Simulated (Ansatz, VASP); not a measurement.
# Two plane-wave programs on BeSe

The input POSCAR:

```
BeSe
1.0
    0.0000000000      2.5939405506      2.5707112322
    2.5939405506      0.0000000000      2.5707112322
    2.5939405506      2.5939405506      0.0000000000
Be Se
1 1
Direct
    0.0000000000      0.0000000000      0.0000000000
    0.2500000000      0.2500000000      0.2500000000
```

Contents of INCAR.step1:

```
SYSTEM = BeSe
ALGO = Normal
EDIFF = 1E-4
ENCUT = 520
GGA = PE
ISMEAR = 0
LASPH = .True.
LCHARG = .False.
LREAL = .False.
LWAVE = .True.
NBANDS = 11
NELM = 100
PREC = Accurate
SIGMA = 0.01
```

File INCAR.step2:

```
SYSTEM = BeSe
ALGO = Normal
EDIFF = 1E-6
ENCUT = 520
ISIF = 2
ISMEAR = 0
ISTART = 1
LASPH = .True.
LCHARG = .False.
LMIXTAU = .True.
LREAL = .False.
LWAVE = .False.
METAGGA = R2SCAN
NBANDS = 11
NELM = 100
PREC = Accurate
SIGMA = 0.01
```

Contents of KPOINTS:

```
k-points
0
Gamma
  8 8 8
  0 0 0
```

Input for Ansatz:

```yaml
crystal:
  lattice:
    - [0.0, 2.5939405506, 2.5707112322]
    - [2.5939405506, 0.0, 2.5707112322]
    - [2.5939405506, 2.5939405506, 0.0]
  atoms:
    - { symbol: Be, position: [0.0, 0.0, 0.0] }
    - { symbol: Se, position: [0.25, 0.25, 0.25] }
kpoints:
  mp_grid: { grid: [8, 8, 8] }
  band_path:
    path:
      - [0.0, 0.0, 0.0]
      - [-0.5, -0.5, 0.0]
      - [-0.375, -0.375, 0.25]
      - [-0.375, 0.0, 0.375]
      - [0.0, 0.0, 0.5]
      - [-0.5, -0.25, 0.25]
    npoints: 1
hamiltonian:
  xc: r2scan
scf:
  occupations: { method: fixed }
  n_extra_bands: 4
output:
  forces: true
  stress: true
  eigenvalues: true
  write_density: true
  write_potential: true
  elf: true
  volumetric_format: npy
```

Change from the starting cell: epitaxial_xy strain +0.5%.

Alike in both runs: task single point; functional r2SCAN; k mesh 8 × 8 × 8; no spin polarisation.

```csv
,VASP,Ansatz
version,VASP 6.6.1,Ansatz 0.2.0
potentials or method,"VASP PAW PBE potentials, release 64 (Be, Se)","plane waves, PAW"
plane-wave cutoff (eV),520,500
occupations,"gaussian, width 0.01 eV",fixed
valence electrons in the cell,8,18
```

```csv
,VASP,Ansatz,Ansatz less VASP
gap on the k mesh at the Fermi level (eV),3.06,3.06,+0.001
pressure (GPa),-0.2,-0.5,-0.26
largest component of the traceless stress (GPa),0.48,0.48,+0.005
```

The two sets of potentials don't hold the same shells in valence.

Caveats: the PAW data sets were made with another functional, which shifts forces and pressure a little (VASP). A k mesh can miss the band edges.
